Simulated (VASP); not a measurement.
Write the native input for VASP 6.6.1 that does the following.

* Task: single point
* Functional: PBEsol
* Potentials or basis: VASP PAW PBE potentials, release 64 (Bi_d)
* Cutoff: 520 eV
* k mesh: 16 × 16 × 16
* Occupations: gaussian, width 0.1 eV
* Spin: no spin polarisation
* Dipole correction: no
* Further INCAR settings: ALGO = Fast; EDIFF = 1e-07; NBANDS = 14

The structure of Bi lies in POSCAR:

```
Bi
1.0
   -1.8762641856      1.8762641856      1.8762641856
    1.8762641856     -1.8762641856      1.8762641856
    1.8762641856      1.8762641856     -1.8762641856
Bi
1
Direct
    0.0000000000      0.0000000000      0.0000000000
```

This isn't the form of Bi at room conditions, which is rhombohedral.

One way to write it, as run:

INCAR

```
SYSTEM = Bi
  ALGO = Fast
  EDIFF = 1E-7
  ENCUT = 520
  GGA = PS
  ISIF = 2
  ISMEAR = 0
  LASPH = .TRUE.
  LCHARG = .FALSE.
  LREAL = .FALSE.
  LWAVE = .FALSE.
  NBANDS = 14
  NELM = 100
  PREC = Accurate
  SIGMA = 0.1
```

KPOINTS

```
k-points
0
G
  16 16 16
  0 0 0
```

Potentials or basis: VASP PAW PBE potentials, release 64 (Bi_d).

The run is started by

```bash
$ cat potpaw_PBE.64/Bi_d/POTCAR > POTCAR
$ mpirun -np 1 vasp_std > vasp.out
```

It gave:

| Property | Result |
| --- | --- |
| Pressure | 10.2 GPa |
| Band gap on the k mesh | none (metal or under the smearing width) |

Caveat: the PAW data sets were made with another functional, which shifts forces and pressure a little; spin-orbit coupling is left out, which moves the levels of the heavy elements.

It took 16 s on 1 thread of Intel(R) Xeon(R) 6975P-C (Granite Rapids), with other jobs on the host, peak memory 0.17 GiB.
